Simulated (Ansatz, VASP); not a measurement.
CuO (Tenorite): VASP beside Ansatz

INCAR

```
PREC = Accurate
ENCUT = 520
EDIFF = 1E-7
ISMEAR = -1
SIGMA = 0.05
LREAL = False
LASPH = True
NELM = 100
ALGO = Normal
ISIF = 2
LWAVE = False
LCHARG = False
GGA = PE
NBANDS = 25
```

File KPOINTS:

```
regular mesh
0
Gamma
  10 10 5
```

File POSCAR:

```
CuO
1.0
    2.3129616560     -1.6902431073      0.0000000000
    2.3129616560      1.6902431073      0.0000000000
   -0.8489238166      0.0000000000      4.9910572484
Cu O
2 2
Direct
    0.4968000000      0.0032000000      0.5000000000
    0.0032000000      0.4968000000      0.0000000000
    0.4056000000      0.5714000000      0.7537000000
    0.5714000000      0.4056000000      0.2537000000
```

File input.yaml:

```yaml
crystal:
  lattice:
    - [2.312961656, -1.6902431073, 0.0]
    - [2.312961656, 1.6902431073, 0.0]
    - [-0.8489238166, 0.0, 4.9910572484]
  atoms:
    - { symbol: Cu, position: [0.4968, 0.0032, 0.5] }
    - { symbol: Cu, position: [0.0032, 0.4968, 0.0] }
    - { symbol: O, position: [0.4056, 0.5714, 0.7537] }
    - { symbol: O, position: [0.5714, 0.4056, 0.2537] }
hamiltonian:
  xc: pbe
  pseudopotentials: { kind: paw }
kpoints:
  mp_grid: { grid: [10, 10, 5] }
scf:
  occupations: { method: fermi_dirac, width: 0.05 }
output:
  forces: true
  stress: true
  eigenvalues: true
```

Change from the starting cell: volume scaled by 0.96.

Alike in both runs: task single point; functional PBE; k mesh 10 × 10 × 5; occupations fermi-dirac, width 0.05 eV; no spin polarisation.

```csv
,VASP,Ansatz
version,VASP 6.6.1,Ansatz 0.2.0
potentials or method,"VASP PAW PBE potentials, release 64 (Cu, O)",Ansatz PAW
plane-wave cutoff (eV),520,420
valence electrons in the cell,34,50
```

|  | VASP | Ansatz | Ansatz less VASP |
| --- | --- | --- | --- |
| gap on the k mesh at the Fermi level (eV) | none | none | - |
| pressure (GPa) | 14.9 | 14.1 | -0.78 |
| largest component of the traceless stress (GPa) | 3.06 | 2.94 | -0.114 |
| rms of the force components (eV/Å) | 0.504 | 0.489 | -0.0153 |

Atom by atom the forces differ by 0.026 eV/Å (rms over components). A gap of «none» marks a metal or a gap that the smearing closes. The two sets of potentials don't hold the same shells in valence.

Caveats: the run has no spin polarisation, though such a crystal can be magnetic; semilocal functionals often make such compounds metallic where correlation or magnetic order opens a gap, which also shifts bond lengths; the pressure holds a Pulay correction of +0.7 GPa for the finite cutoff (Ansatz).
